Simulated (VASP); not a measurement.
# Ir (Fm-3m) in VASP: further runs

The runs below take Ir through relaxation of cell and atoms, single point, with PBEsol.

Program: VASP 6.6.1. These are calculated values, not measurements. Logs are shortened: lines on timing, memory, paths and dates and some standing lists are left out, and cuts for length are marked.

## Step 1: The structure

The structure is cubic, space group Fm-3m (No. 225). Conventional cell: a = 3.854 Å, b = 3.854 Å, c = 3.854 Å, α = 90.00°, β = 90.00°, γ = 90.00°. Ir (site symmetry m-3m) has 12 Ir at 2.73 Å as nearest neighbours.

## Step 2: Relaxation of cell and atoms, PBEsol

File INCAR:

```
SYSTEM = Ir
PREC = Accurate ; ENCUT = 300
EDIFF = 1E-7 ; ISMEAR = 0
SIGMA = 0.1 ; LREAL = .FALSE.
LASPH = .TRUE. ; NELM = 80
ALGO = Normal ; ISIF = 3
LWAVE = .FALSE. ; LCHARG = .FALSE.
GGA = PS ; IBRION = 2
NSW = 90 ; EDIFFG = -0.005
```

File KPOINTS:

```
Automatic mesh
0
G
  18 18 18
  0 0 0
```

File POSCAR:

```
Ir
1.0
    0.0000000000      1.9269646700      1.9269646700
    1.9269646700      0.0000000000      1.9269646700
    1.9269646700      1.9269646700      0.0000000000
Ir
1
Direct
    0.0000000000      0.0000000000      0.0000000000
```

Potentials or basis: VASP PAW PBE potentials, release 64 (Ir).

On the command line:

```sh
cat potpaw_PBE.64/Ir/POTCAR > POTCAR
mpirun -np 1 vasp_std > vasp.out
```

OUTCAR:

```text
SYSTEM = Ir
   PREC = Accurate
   ENCUT = 300
   EDIFF = 1E-7
   ISMEAR = 0
   LREAL = .FALSE.
   LASPH = .TRUE.
   NELM = 80
   ISIF = 3
   GGA = PS
   IBRION = 2
   NSW = 90
   EDIFFG = -0.005

 ion  position               nearest neighbor table
   1  0.000  0.000  0.000-

  LATTYP: Found a face centered cubic cell.
 ALAT       =     3.8539293400

  Lattice vectors:

 A1 = (   0.0000000000,   1.9269646700,   1.9269646700)
 A2 = (   1.9269646700,   0.0000000000,   1.9269646700)
 A3 = (   1.9269646700,   1.9269646700,   0.0000000000)

Analysis of symmetry for initial positions (statically):
=====================================================================
 Subroutine PRICEL returns:
 Original cell was already a primitive cell.

 Routine SETGRP: Setting up the symmetry group for a
 face centered cubic supercell.

 Subroutine GETGRP returns: Found 48 space group operations
 (whereof 48 operations were pure point group operations)
 out of a pool of 48 trial point group operations.

The static configuration has the point symmetry O_h .

Analysis of symmetry for dynamics (positions and initial velocities):
=====================================================================
 Subroutine PRICEL returns:
 Original cell was already a primitive cell.

 Routine SETGRP: Setting up the symmetry group for a
 face centered cubic supercell.

 Subroutine GETGRP returns: Found 48 space group operations
 (whereof 48 operations were pure point group operations)
 out of a pool of 48 trial point group operations.

The dynamic configuration has the point symmetry O_h .

 Subroutine INISYM returns: Found 48 space group operations
 (whereof 48 operations are pure point group operations),
 and found     1 'primitive' translations

----------------------------------------------------------------------------------------

                                     Primitive cell

  volume of cell :      14.3104

  direct lattice vectors                    reciprocal lattice vectors
     0.000000000  1.926964670  1.926964670    -0.259475437  0.259475437  0.259475437
     1.926964670  0.000000000  1.926964670     0.259475437 -0.259475437  0.259475437
     1.926964670  1.926964670  0.000000000     0.259475437  0.259475437 -0.259475437

  length of vectors
     2.725139571  2.725139571  2.725139571     0.449424640  0.449424640  0.449424640

  position of ions in fractional coordinates (direct lattice)
     0.000000000  0.000000000  0.000000000

[... 92 lines left out ...]
   IALGO  =     38    algorithm
   IMIX   =      4    mixing-type and parameters
     AMIX     =   0.40;   BMIX     =  1.00
     AMIX_MAG =   1.60;   BMIX_MAG =  1.00
  volume/ion in A,a.u.               =      14.31        96.57
  Fermi-wavevector in a.u.,A,eV,Ry     =   1.402615  2.650559 26.767147  1.967330
  Thomas-Fermi vector in A             =   2.525359
   LORBIT       =      0    0 simple, 1 ext, 2 COOP (PROOUT), +10 PAW based schemes
   GGA     = PS    functional components
   LHFCALC =     F    Hartree Fock is set to
   AEXX    =    0.0000 exact exchange contribution
   IVDW    =     0    specifies the selected vdW correction
   LEPSILON=     F    determine dielectric tensor
   LRPA    =     F    only Hartree local field effects (RPA)
 conjugate gradient relaxation of ions
 non-spin polarized calculation
 Gauss-broadening in eV      SIGMA  =   0.10
  energy-cutoff  :      300.00
  volume of cell :       14.31
 maximum number of plane-waves:       178
   NGX =  7   NGY =  7   NGZ =  7

--------------------------------------- Ionic step        1  -------------------------------------------

 number of electron       9.0000005 magnetization

 Free energy of the ion-electron system (eV)
  ---------------------------------------------------
  ext. energy  EPLUGINS =         0.00000000
  ---------------------------------------------------
  free energy    TOTEN  =        -9.82179005 eV

  energy without entropy =       -9.81658793  energy(sigma->0) =       -9.81918899

------------------------ aborting loop because EDIFF is reached ----------------------------------------

  FORCE on cell =-STRESS in cart. coord.  units (eV):
  Direction    XX          YY          ZZ          XY          YZ          ZX
  --------------------------------------------------------------------------------------
  -------------------------------------------------------------------------------------
  Total       -0.6045706     -0.6045706     -0.6045706      0.0000000      0.0000000      0.0000000
  in kB      -67.6871740    -67.6871740    -67.6871740      0.0000000      0.0000000      0.0000000
  external PRESSURE =     -67.6871740 kB  Pullay stress =       0.0000000 kB
[... 92 lines left out ...]
--------------------------------------- Ionic step        4  -------------------------------------------

 number of electron       9.0000002 magnetization

 Free energy of the ion-electron system (eV)
  ---------------------------------------------------
  ext. energy  EPLUGINS =         0.00000000
  ---------------------------------------------------
  free energy    TOTEN  =        -9.82729231 eV

  energy without entropy =       -9.82226583  energy(sigma->0) =       -9.82477907

 E-fermi :  10.3992     XC(G=0): -14.1406

 val. band max:       10.3920503997   @ k =   0.5000   0.2222   0.1111
 cond. band min:      10.4089840735   @ k =   0.3333   0.1111   0.0556
 fundamental gap:      0.0169336738
 Fermi energy:        10.3991643296

 k-point     1 :       0.0000    0.0000    0.0000
  band No.  band energies     occupation
      1      -0.9034      2.00000
      2       6.4187      2.00000
      3       6.4187      2.00000
      4       6.4187      2.00000
      5       9.1628      2.00000
      6       9.1628      2.00000
      7      24.6632      0.00000
      8      30.2755      0.00000
[... 243 lines left out ...]
 k-point    24 :      -0.2222    0.0556    0.0000
  band No.  band energies     occupation
      1       1.3290      2.00000
      2       5.7394      2.00000
      3       6.8836      2.00000
      4       6.9774      2.00000
      5       8.8632      2.00000
      6       9.7360      2.00000
      7      24.5171      0.00000
      8      27.3482      0.00000

 [... further k-points ...]

------------------------ aborting loop because EDIFF is reached ----------------------------------------

  FORCE on cell =-STRESS in cart. coord.  units (eV):
  Direction    XX          YY          ZZ          XY          YZ          ZX
  --------------------------------------------------------------------------------------
  -------------------------------------------------------------------------------------
  Total       -0.0024316     -0.0024316     -0.0024316      0.0000000     -0.0000000      0.0000000
  in kB       -0.2771583     -0.2771583     -0.2771583      0.0000000     -0.0000000      0.0000000
  external PRESSURE =      -0.2771583 kB  Pullay stress =       0.0000000 kB
[... 16 lines left out ...]
  FREE ENERGIE OF THE ION-ELECTRON SYSTEM (eV)
  ---------------------------------------------------
  free  energy   TOTEN  =        -9.8272923102 eV

  energy  without entropy=       -9.8222658318  energy(sigma->0) =       -9.82477907

 reached required accuracy - stopping structural energy minimisation
```

OSZICAR:

```text
N       E                     dE             d eps       ncg     rms          rms(c)
DAV:   1     0.171333718065E+02    0.17133E+02   -0.32857E+03  3848   0.631E+02
DAV:   2    -0.101375293770E+02   -0.27271E+02   -0.25454E+02  3184   0.151E+02
[... 30 lines left out ...]
   3 F= -.98272866E+01 E0= -.98247710E+01  d E =-.549652E-02
       N       E                     dE             d eps       ncg     rms          rms(c)
DAV:   1    -0.982730371765E+01   -0.17178E-04   -0.45855E-04  3384   0.346E-01    0.337E-02
DAV:   2    -0.982729338066E+01    0.10337E-04   -0.27343E-05  3440   0.711E-02    0.118E-02
DAV:   3    -0.982729222906E+01    0.11516E-05   -0.55379E-06  3736   0.295E-02    0.336E-03
DAV:   4    -0.982729231019E+01   -0.81137E-07   -0.12078E-07  2968   0.345E-03
   4 F= -.98272923E+01 E0= -.98247791E+01  d E =-.550226E-02
```

CONTCAR:

```text
Ir
   1.00000000000000
     0.0000000000000000    1.9154918139561607    1.9154918139561607
     1.9154918139561607   -0.0000000000000000    1.9154918139561607
     1.9154918139561607    1.9154918139561607    0.0000000000000000
  Ir
     1
Direct
     1.0000000000000000    1.0000000000000000    0.0000000000000000

  0.00000000E+00  0.00000000E+00  0.00000000E+00
```

Wall time 12 s (1 thread of Intel Xeon Platinum 8488C (Sapphire Rapids), shared host); peak memory 0.12 GiB.

Results:

```
Free energy                            : -9.8273 eV
Relaxed volume                         : 14.06 Å³/atom
Relaxed cell                           : a = 2.709 Å, b = 2.709 Å, c = 2.709 Å, α = 60.00°, β = 60.00°, γ = 60.00°
Space group after relaxing (to 0.05 Å) : Fm-3m (No. 225)
Energy gained by relaxing              : 5.5 meV/atom
Ionic steps                            : 4
Pressure after relaxing                : 0.0 GPa
Band gap on the k mesh                 : none (metal or under the smearing width)
```

The path:
```csv
step,energy change (eV),largest force (eV/Å),pressure (GPa),volume (Å³)
1,0.0000,0.0000,-6.77,14.31
2,0.0879,0.0000,33.47,13.09
3,-0.0055,0.0000,-0.22,14.06
4,-0.0055,0.0000,-0.03,14.06
```

Final structure:
```yaml
crystal:
  lattice:
    - [0.00000, 1.91549, 1.91549]
    - [1.91549, 0.00000, 1.91549]
    - [1.91549, 1.91549, 0.00000]
  atoms:
    - { symbol: Ir, position: [0.00000, 0.00000, 0.00000] }
```

Caveat: the PAW data sets were made with another functional, which shifts forces and pressure a little.

## Step 3: Relaxation of cell and atoms, PBEsol

INCAR: that of step 2 with these lines changed.

```diff
@@ -1,3 +1,3 @@
 SYSTEM = Ir
-PREC = Accurate ; ENCUT = 300
+PREC = Accurate ; ENCUT = 600
 EDIFF = 1E-7 ; ISMEAR = 0
```

File KPOINTS:

```
Automatic mesh
0
G
  6 6 6
  0 0 0
```

POSCAR is that of step 2.

Potentials or basis: VASP PAW PBE potentials, release 64 (Ir).

On the command line:

```sh
cat potpaw_PBE.64/Ir/POTCAR > POTCAR
mpirun -np 1 vasp_std > vasp.out
```

Wall time 9 s (1 thread of Intel Xeon Platinum 8488C (Sapphire Rapids), shared host); peak memory 0.15 GiB.

Results (log left out):

- Free energy: -9.7602 eV
- Relaxed volume: 14.12 Å³/atom
- Relaxed cell: a = 2.713 Å, b = 2.713 Å, c = 2.713 Å, α = 60.00°, β = 60.00°, γ = 60.00°
- Space group after relaxing (to 0.05 Å): Fm-3m (No. 225)
- Energy gained by relaxing: 3.2 meV/atom
- Ionic steps: 4
- Pressure after relaxing: 0.0 GPa
- Band gap on the k mesh: none (metal or under the smearing width)

The path:
```
step  energy change (eV)  largest force (eV/Å)  pressure (GPa)  volume (Å³)
   1              0.0000                0.0000           -5.13        14.31
   2              0.0484                0.0000           23.79        13.38
   3             -0.0032                0.0000           -0.11        14.12
   4             -0.0032                0.0000           -0.01        14.12
```

Final structure:
```
Ir
1.0
     0.00000    1.91823    1.91823
     1.91823    0.00000    1.91823
     1.91823    1.91823    0.00000
Ir
1
Direct
  0.00000 0.00000 0.00000
```

Levels at points of the mesh, in eV from the Fermi level:
```
           k point  band 1  band 2  band 3  band 4  band 5  band 6  band 7  band 8
(0.00, 0.00, 0.00)  -10.76   -3.48   -3.48   -3.48   -0.77   -0.77   14.78   20.35
(0.50, 0.00, 0.00)   -7.72   -3.58   -3.58   -0.37    1.34    1.34    7.69   14.30
(0.50, 0.50, 0.00)   -7.53   -6.95    1.31    1.92    1.92    2.10   10.93   12.12
```

Caveat: the k mesh is coarse (spacing up to 0.47 Å⁻¹), so the values aren't converged; the PAW data sets were made with another functional, which shifts forces and pressure a little.

## Step 4: Single point, PBEsol

File INCAR:

```
SYSTEM = Ir
  PREC = Accurate
  ENCUT = 520
  EDIFF = 1E-6
  ISMEAR = 0
  SIGMA = 0.1
  LREAL = .False.
  LASPH = .True.
  NELM = 80
  ALGO = Normal
  ISIF = 2
  LWAVE = .False.
  LCHARG = .False.
  GGA = PS
  NBANDS = 10
```

File KPOINTS:

```
regular mesh
0
Gamma
  18 18 18
  0 0 0
```

POSCAR is that of step 3.

On the command line:

```sh
cat potpaw_PBE.64/Ir/POTCAR > POTCAR
mpirun -np 1 vasp_std > vasp.out
```

Wall time 14 s (1 thread of Intel Xeon Platinum 8488C (Sapphire Rapids), shared host); peak memory 0.14 GiB.

Results (log left out):

```
Free energy            : -9.8192 eV
Pressure               : -6.0 GPa
Band gap on the k mesh : none (metal or under the smearing width)
```

Levels at points of the mesh, in eV from the Fermi level:
| k point | band 1 | band 2 | band 3 | band 4 | band 5 | band 6 | band 7 | band 8 |
| --- | --- | --- | --- | --- | --- | --- | --- | --- |
| (0.00, 0.00, 0.00) | -11.10 | -3.87 | -3.87 | -3.87 | -1.20 | -1.20 | 14.31 | 19.81 |
| (0.50, 0.00, 0.00) | -8.06 | -3.96 | -3.96 | -0.82 | 0.85 | 0.85 | 7.07 | 13.83 |
| (0.50, 0.50, 0.00) | -7.84 | -7.28 | 0.83 | 1.41 | 1.41 | 1.61 | 10.27 | 11.57 |

Caveat: the PAW data sets were made with another functional, which shifts forces and pressure a little.

## Step 5: Relaxation of cell and atoms, PBEsol

File INCAR:

```
SYSTEM = Ir
PREC = Accurate ; ENCUT = 580
EDIFF = 1E-7 ; ISMEAR = 0
SIGMA = 0.1 ; LREAL = .FALSE.
LASPH = .TRUE. ; NELM = 80
ALGO = Normal ; ISIF = 3
LWAVE = .FALSE. ; LCHARG = .FALSE.
GGA = PS ; IBRION = 2
NSW = 90 ; EDIFFG = -0.005
```

File KPOINTS:

```
Automatic mesh
0
G
  18 18 18
  0 0 0
```

POSCAR is that of step 4.

On the command line:

```sh
cat potpaw_PBE.64/Ir/POTCAR > POTCAR
mpirun -np 1 vasp_std > vasp.out
```

Wall time 33 s (1 thread of Intel Xeon Platinum 8488C (Sapphire Rapids), shared host); peak memory 0.17 GiB.

It converged, with:

| Property | Result |
| --- | --- |
| Free energy | -9.8234 eV |
| Relaxed volume | 14.09 Å³/atom |
| Relaxed cell | a = 2.711 Å, b = 2.711 Å, c = 2.711 Å, α = 60.00°, β = 60.00°, γ = 60.00° |
| Space group after relaxing (to 0.05 Å) | Fm-3m (No. 225) |
| Energy gained by relaxing | 4.2 meV/atom |
| Ionic steps | 4 |
| Pressure after relaxing | 0.0 GPa |
| Band gap on the k mesh | none (metal or under the smearing width) |

The path:
```tsv
step	energy change (eV)	largest force (eV/Å)	pressure (GPa)	volume (Å³)
1	0.0000	0.0000	-5.89	14.31
2	0.0646	0.0000	27.95	13.25
3	-0.0042	0.0000	-0.16	14.09
4	-0.0042	0.0000	-0.01	14.09
```

Final structure:
```yaml
crystal:
  lattice:
    - [0.00000, 1.91690, 1.91690]
    - [1.91690, 0.00000, 1.91690]
    - [1.91690, 1.91690, 0.00000]
  atoms:
    - { symbol: Ir, position: [0.00000, 0.00000, 0.00000] }
```

Levels at points of the mesh, in eV from the Fermi level:
```tsv
k point	band 1	band 2	band 3	band 4	band 5	band 6	band 7	band 8
(0.00, 0.00, 0.00)	-11.27	-3.97	-3.97	-3.97	-1.23	-1.23	14.27	19.87
(0.50, 0.00, 0.00)	-8.22	-4.06	-4.06	-0.87	0.87	0.87	7.23	13.80
(0.50, 0.50, 0.00)	-8.03	-7.45	0.85	1.45	1.45	1.61	10.48	11.64
```

Caveat: the PAW data sets were made with another functional, which shifts forces and pressure a little. Spin-orbit coupling is left out, which matters for the levels of Ir.

## Step 6: The runs side by side

```csv
task,cell,k mesh,cutoff (eV),mesh quality,gap on the mesh (eV),pressure (GPa),relaxed volume (Å³/atom)
relaxation of cell and atoms,relaxed,18 × 18 × 18,300,not flagged,none,0.0,14.06
relaxation of cell and atoms,relaxed,6 × 6 × 6,600,coarse,none,0.0,14.12
single point,as given,18 × 18 × 18,520,not flagged,none,-6.0,-
relaxation of cell and atoms,relaxed,18 × 18 × 18,580,not flagged,none,0.0,14.09
```

Alike in all rows: level PBEsol; potentials or basis VASP PAW PBE potentials, release 64 (Ir); no spin polarisation; smearing gaussian 0.1 eV.

Caveats: some runs use coarse meshes; the PAW data sets were made with another functional, which shifts forces and pressure a little.

Absolute energies hang on the potentials; compare differences alone.
